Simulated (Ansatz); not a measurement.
The system is NiO2.

```
Ni O
1.0
     2.79878    0.00000    0.00000
    -1.39939    2.42382    0.00000
     0.00000    0.00000    4.61827
Ni O
1 2
Direct
  0.00000 0.00000 0.50000
  0.33333 0.66667 0.29396
  0.66667 0.33333 0.70604
```

The cell comes from a database or a generator and needn't be the stable form of this composition.

* Program: Ansatz 0.2.0
* Task: relaxation of cell and atoms
* Functional: PBEsol
* Potentials or basis: Ansatz PAW
* Cutoff: 420 eV (not typed: the program's choice for these potentials)
* k mesh: 11 × 11 × 6
* Occupations: fermi-dirac, width 0.05 eV
* Spin: collinear spin, ferromagnetic start
* Starting moments: [1.0, 0.0, 0.0] μB

At the start: volume 10.44 Å³/atom.

Task: How do energy, volume and symmetry change on relaxing?

Result: It ends after 19 steps and the volume is 10.93 Å³/atom (+4.6 %); space group P-3m1 (No. 164, to 0.05 Å); moment 0.00 μB per cell.

The path:
```csv
step,energy change (eV),largest force (eV/Å),volume (Å³)
1,0.0000,0.4750,31.33
2,-0.0091,0.2580,31.49
3,-0.0127,0.0296,31.63
4,-0.0133,0.0033,31.54
5,-0.0150,0.0031,31.54
6,-0.0140,0.0104,31.76
7,-0.0128,0.0057,31.97
8,-0.0128,0.0001,31.96
9,-0.0156,0.0001,31.96
10,-0.0146,0.0003,32.16
11,-0.0137,0.0005,32.30
12,-0.0160,0.0006,32.30
13,-0.0151,0.0004,32.46
14,-0.0147,0.0002,32.53
15,-0.0162,0.0002,32.53
16,-0.0154,0.0004,32.67
17,-0.0162,0.0005,32.67
18,-0.0156,0.0007,32.78
19,-0.0161,0.0007,32.78
```

Final structure:
```
Ni O
1.0
     2.78446    0.00000    0.00000
    -1.39223    2.41141    0.00000
     0.00000    0.00000    4.88150
Ni O
1 2
Direct
  0.00000 0.00000 0.50000
  0.33333 0.66667 0.30888
  0.66667 0.33333 0.69112
```

Caveat: the plane-wave basis is chosen anew once the cell has moved, so the energies of steps on either side of that aren't comparable; the pressure holds a Pulay correction of +0.9 GPa for the finite cutoff; the PAW data sets come from PBE, with cores solved anew for the run's functional, which leaves a small shift of forces and pressure; the starting moments weren't kept.
